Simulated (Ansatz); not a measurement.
# B: one candidate of a structure search, part 2 of 2

Aim: relax a trial structure of B and see where it ends.

Ansatz 0.2.0; DFT PBE, scalar-relativistic, plane waves, PAW. The steps go on from the part before.

### 4 Coarse relaxation, continued

The end of the coarse run is made exact in the group found at a tolerance of 0.06 Å and reduced to its primitive cell.

input.yaml

```yaml
crystal:
  lattice:
    - [3.3222750856, 0.0, 0.0]
    - [0.0, 3.3222750856, 0.0]
    - [0.0, 0.0, 4.2849564529]
  atoms:
    - { symbol: B, position: [0.0, 0.2507438697, 0.6570552183] }
    - { symbol: B, position: [0.2507438697, 0.0, 0.3429447817] }
    - { symbol: B, position: [0.7492561303, 0.0, 0.3429447817] }
    - { symbol: B, position: [0.0, 0.7492561303, 0.6570552183] }
    - { symbol: B, position: [0.0, 0.0, 0.0] }
basis:
  ecutwfc: 420
kpoints:
  mp_grid: { grid: [6, 6, 4] }
hamiltonian:
  xc: pbe
scf:
  occupations: { method: gaussian, width: 0.1 }
  lower_state_search: "off"
output:
  forces: true
  stress: true
  eigenvalues: true
relax:
  adjacent_minimum: "off"
  f_tol: 0.04
  max_steps: 70
  cell: { stress_tol: 0.4 }
```

On the command line:

```console
ansatz run input.yaml --threads 1 --pin off --max-ram 2560MiB --backend cpu --events-out ev --progress --plain --runs-dir out
```

The program printed, cut to the lines that bear on the results:

```text
Warning: RAYON_NUM_THREADS=1 ignored (pool sized by the plan → 1); use --threads N
[...]
Pseudopotentials: kind: paw
Pseudopotential: B, paw, valence charge 3, recommended cutoff 420 eV (normal), B.paw.azcp
Functional definition: PBE
[...]
Crystal: 5 atoms, lattice volume = 47.295 Å³
Basis set: ecut = 420 eV, 927 PW (Γ), exchange–correlation on 48×48×60 points (8 copies of the dense FFT grid, shifted against one another)
Bands: 13, of which v1, the nominal top of the filled ones, is band 8 counted from 1 (7 counted from 0)
Symmetry: 8 space group operations
Space group: P-4m2 (ITA 115), of the structure as read, at distance tolerance 3.6e-5 Å
k-points: 30 of 144 (time reversal used)
[...]
SCF iter   1: F=—  HF=-776.609876 eV  |F-HF|=—  |Δ(HF+E_count)|=         —  Δρ=9.30e-3  dr2=4.03e-2  ethr=1.77e-3  ⟨swp⟩=6.1  Hψ=2373  notcnv=0
[...]
--- Band table (eV; the first three rows and the last of 30) ---
  k-point 0: bands = ["-8.6753", "-2.8834", "-2.0317", "0.7540", "1.6778", "3.0274", "3.0274", "7.2928", "7.2928", "12.0771", "13.7330", "13.8468", "13.8468"]
[...]
--- Relaxed structure (3 steps of the walk, 3 accepted, 1 SCFs on fresh bases) ---
  F+E_penalty+E_count = -776.60970969 eV   max|allowed force component| = 9.648e-3 eV/Å   (the final SCF, on the basis selected at the relaxed cell)
  cell:  # Å, volume = 47.1365 Å³
    - [3.3089738133071163, 0.0, 1.1389922960260922e-33]
    - [8.846542105057028e-35, 3.3089738133071163, 0.0]
    - [1.4690331965027429e-33, 0.0, 4.304973286093664]
  atoms:
    - { symbol: B, position: [6.5268657444101375e-21, 0.25065711922708456, 0.6594432855748674] }
    - { symbol: B, position: [0.25065711922708456, 2.8985106512325645e-35, 0.3405567144251325] }
    - { symbol: B, position: [0.7493428807729156, -2.8985106512325645e-35, 0.3405567144251325] }
    - { symbol: B, position: [6.5268657444100795e-21, 0.7493428807729156, 0.6594432855748674] }
    - { symbol: B, position: [6.526865744410311e-21, 0.0, -2.0242019902008222e-20] }
```

It took 27 s on 1 thread of Intel Xeon at 2.50GHz (Skylake/Cascade Lake), shared host; peak memory 0.34 GiB.

Step by step:

```
step  E - E(step 1) (eV/cell)  largest force component (eV/Å)  pressure (GPa)  volume (Å³)
   1                   0.0000                          0.2250            0.22        47.30
   2                  -0.0052                          0.1456            0.01        47.24
   3                  -0.0076                          0.0098            0.14        47.14
   4                  -0.0074                          0.0096            0.13        47.14
```

Step 1 is the start. Step 4 repeats the geometry before it on a plane-wave basis chosen anew for that cell, so its energy need not be comparable with the rows above.

|  | before | after | change |
| --- | --- | --- | --- |
| a (Å) | 3.322 | 3.309 | -0.4 % |
| b (Å) | 3.322 | 3.309 | -0.4 % |
| c (Å) | 4.285 | 4.305 | +0.5 % |
| volume (Å³/atom) | 9.46 | 9.43 | -0.3 % |
| shortest distance (Å) | 1.656 | 1.650 | -0.4 % |
| space group (0.01 Å) | P-4m2 | P-4m2 | same |

The run keeps the 8 symmetry operations of the start, so it could not have lowered the symmetry.

### 5 Final relaxation

The end of the coarse run is made exact in the group found at a tolerance of 0.06 Å and reduced to its primitive cell.

input.yaml

```yaml
crystal:
  lattice:
    - [3.3089738133, 0.0, 0.0]
    - [0.0, 3.3089738133, 0.0]
    - [0.0, 0.0, 4.3049732861]
  atoms:
    - { symbol: B, position: [0.0, 0.2506571192, 0.6594432856] }
    - { symbol: B, position: [0.2506571192, 0.0, 0.3405567144] }
    - { symbol: B, position: [0.7493428808, 0.0, 0.3405567144] }
    - { symbol: B, position: [0.0, 0.7493428808, 0.6594432856] }
    - { symbol: B, position: [0.0, 0.0, 0.0] }
basis:
  ecutwfc: 420
kpoints:
  mp_grid: { grid: [12, 12, 10] }
hamiltonian:
  xc: pbe
scf:
  occupations: { method: gaussian, width: 0.1 }
output:
  forces: true
  stress: true
  eigenvalues: true
relax:
  adjacent_minimum: "off"
  f_tol: 0.01
  max_steps: 80
  cell: { stress_tol: 0.05 }
```

On the command line:

```console
ansatz run input.yaml --threads 1 --pin off --max-ram 2560MiB --backend cpu --events-out ev --progress --plain --runs-dir out
```

The program printed, cut to the lines that bear on the results:

```text
Warning: RAYON_NUM_THREADS=1 ignored (pool sized by the plan → 1); use --threads N
[...]
[... 3 set-up lines as earlier in the session ...]
[...]
Crystal: 5 atoms, lattice volume = 47.136 Å³
Basis set: ecut = 420 eV, 927 PW (Γ), exchange–correlation on 48×48×60 points (8 copies of the dense FFT grid, shifted against one another)
Bands: 13, of which v1, the nominal top of the filled ones, is band 8 counted from 1 (7 counted from 0)
[... 2 set-up lines as earlier in the session ...]
k-points: 168 of 1440 (time reversal used)
[...]
SCF iter   1: F=—  HF=-776.594795 eV  |F-HF|=—  |Δ(HF+E_count)|=         —  Δρ=9.16e-3  dr2=3.80e-2  ethr=1.77e-3  ⟨swp⟩=6.2  Hψ=13432  notcnv=0
[...]
  k-point 0: bands = ["-8.6810", "-2.8656", "-2.0146", "0.7462", "1.6740", "3.0058", "3.0058", "7.2752", "7.2752", "12.0270", "13.7247", "13.8610", "13.8610"]
[...]
--- Relaxed structure (3 steps of the walk, 3 accepted, 1 SCFs on fresh bases) ---
  F+E_penalty+E_count = -776.58802773 eV   max|allowed force component| = 5.844e-3 eV/Å   (the final SCF, on the basis selected at the relaxed cell)
  cell:  # Å, volume = 47.1433 Å³
    - [3.311853311995394, -1.1026257388729226e-35, -2.822721891514682e-33]
    - [-1.1026257388729226e-35, 3.311853311995394, 0.0]
    - [-3.6723597775896514e-33, 0.0, 4.298111221974704]
  atoms:
    - { symbol: B, position: [6.553102161931264e-21, 0.25119426436812436, 0.6587216527651398] }
    - { symbol: B, position: [0.25119426436812436, 6.5531021619312405e-21, 0.3412783472348602] }
    - { symbol: B, position: [0.7488057356318757, 6.55310216193124e-21, 0.3412783472348602] }
    - { symbol: B, position: [6.553102161931147e-21, 0.7488057356318757, 0.6587216527651398] }
    - { symbol: B, position: [6.5531021619309155e-21, 6.5531021619312405e-21, 1.0073950293593713e-20] }
```

Run time: 2.2 min. Hardware: 1 thread of Intel Xeon at 2.50GHz (Skylake/Cascade Lake), shared host; peak memory 0.43 GiB.

Step by step:

```csv
step,energy from step 1 (eV/cell),largest force component (eV/Å),pressure (GPa),volume (Å³)
1,0.0000,0.1102,-0.08,47.14
2,-0.0009,0.0432,0.05,47.12
3,-0.0011,0.0059,0.00,47.14
4,-0.0011,0.0058,0.01,47.14
```

Step 1 is the start. Step 4 repeats the geometry before it on a plane-wave basis chosen anew for that cell, so its energy need not be comparable with the rows above.

|  | before | after | change |
| --- | --- | --- | --- |
| a (Å) | 3.309 | 3.312 | +0.1 % |
| b (Å) | 3.309 | 3.312 | +0.1 % |
| c (Å) | 4.305 | 4.298 | -0.2 % |
| volume (Å³/atom) | 9.43 | 9.43 | 0.0 % |
| shortest distance (Å) | 1.650 | 1.648 | -0.1 % |
| space group (0.01 Å) | P-4m2 | P-4m2 | same |

Forces and stress were held to the start's 8 operations: a distortion of lower symmetry was not tested.

### 6 Changing settings: xc revpbe, dr2_threshold 1.0e-09, ecutwfc left out

input.yaml

```yaml
crystal:
  lattice:
    - [3.311853312, 0.0, 0.0]
    - [0.0, 3.311853312, 0.0]
    - [0.0, 0.0, 4.298111222]
  atoms:
    - { symbol: B, position: [0.0, 0.2511942644, 0.6587216528] }
    - { symbol: B, position: [0.2511942644, 0.0, 0.3412783472] }
    - { symbol: B, position: [0.7488057356, 0.0, 0.3412783472] }
    - { symbol: B, position: [0.0, 0.7488057356, 0.6587216528] }
    - { symbol: B, position: [0.0, 0.0, 0.0] }
kpoints:
  mp_grid: { grid: [12, 12, 10] }
hamiltonian:
  xc: revpbe
scf:
  occupations: { method: gaussian, width: 0.1 }
  convergence: { dr2_threshold: 1.0e-09 }
output:
  forces: true
  eigenvalues: true
  stress: true
```

On the command line:

```console
ansatz run input.yaml --threads 1 --pin off --max-ram 2560MiB --backend cpu --events-out ev --progress --plain --runs-dir out
```

The program printed, cut to the lines that bear on the results:

```text
Warning: output.stress: scf.convergence.dr2_threshold = 1e-9 eV is looser than the 5e-10 eV advised for a printed stress (1e-10 eV for each atom of the cell: 5). What an SCF threshold leaves in a stress goes as its square root, and in the free energy as the threshold itself, and one [...]
Warning: RAYON_NUM_THREADS=1 ignored (pool sized by the plan → 1); use --threads N
[...]
[... 2 set-up lines as earlier in the session ...]
Functional definition: revPBE
[...]
Crystal: 5 atoms, lattice volume = 47.143 Å³
Basis set: ecut = 420 eV, 927 PW (Γ), exchange–correlation on 48×48×60 points (8 copies of the dense FFT grid, shifted against one another)
Bands: 13, of which v1, the nominal top of the filled ones, is band 8 counted from 1 (7 counted from 0)
[... 2 set-up lines as earlier in the session ...]
k-points: 168 of 1440 (time reversal used)
[...]
SCF iter   1: F=—  HF=-780.649623 eV  |F-HF|=—  |Δ(HF+E_count)|=         —  Δρ=9.34e-3  dr2=4.04e-2  ethr=1.77e-3  ⟨swp⟩=6.2  Hψ=13407  notcnv=0
[...]
SCF iter   7: F=-780.641386 eV  HF=-780.641386 eV  |F-HF|=2.69e-11  |Δ(HF+E_count)|=   9.32e-9  Δρ=7.38e-7  dr2=3.41e-10  ethr=6.67e-12  ⟨swp⟩=8.9  Hψ=11098  notcnv=0
[...]
SCF converged after 7 iterations
Free energy (F): -780.641386 eV
[...]
E sigma→0 (E₀):  -780.639556 eV
Entropy (-TS):   -0.003659 eV (-0.732 meV/atom)
Fermi energy:    6.403964 eV
[...]
--- Forces (eV/Å), atoms counted from 1 ---
  atom   1  B      0.00000000     0.06946131     0.00215672
  atom   2  B      0.06946131    -0.00000000    -0.00215672
  atom   3  B     -0.06946131    -0.00000000    -0.00215672
  atom   4  B      0.00000000    -0.06946131     0.00215672
  atom   5  B     -0.00000000     0.00000000     0.00000000
[...]
--- Stress (GPa, compression-positive) ---
        2.387807       0.000000      -0.000000
        0.000000       2.387807       0.000000
       -0.000000       0.000000       2.671743
  P = ⅓ Tr σ = 2.4825 GPa (24.825 kbar)
--- Band table (eV; the first three rows and the last of 168) ---
  k-point 0: bands = ["-8.6488", "-2.8131", "-1.9521", "0.8272", "1.7424", "3.0743", "3.0743", "7.3713", "7.3713", "12.1441", "13.8401", "13.9210", "13.9210"]
[...]
```

Wall time 26 s (1 thread of Intel Xeon at 2.50GHz (Skylake/Cascade Lake), shared host); peak memory 0.41 GiB.

```tsv
run	ending	energy change	pressure (GPa)	gap (eV)	force (eV/Å)	cycles	time
step 5	converged	-	0.0	0.00	0.01	-	2.2 min
variant	converged	not comparable	2.5	0.00	0.07	7	26 s
```

After a change of functional the difference of the totals has no physical meaning; the pressure goes from 0.0 to 2.5 GPa and the largest force goes from 0.01 to 0.07 eV/Å. At this fixed cell a higher pressure means that this functional prefers a larger volume than the reference.

### 7 What came out

What follows sums up all 2 parts. Changes of volume or cell count from the first structure of part 1.

| quantity | value |
| --- | --- |
| symmetry at the end (tolerance 0.05 Å) | space group P-4m2 (No. 115) |
| conventional cell | a = 3.312 Å, b = 3.312 Å, c = 4.298 Å, α = 90.00°, β = 90.00°, γ = 90.00° |
| volume | 9.43 Å³/atom |
| energy over the standard state | +0.60 eV/atom |
| gap on the mesh | none (metal) |

In words: The space group P-4m2 (No. 115) is kept, and the volume per atom shrinks by 4.8 % from the first guess. It lies above the element's standard state, so it is metastable at best. No finished test with a distortion of lower symmetry is shown, so the end may be a saddle point.
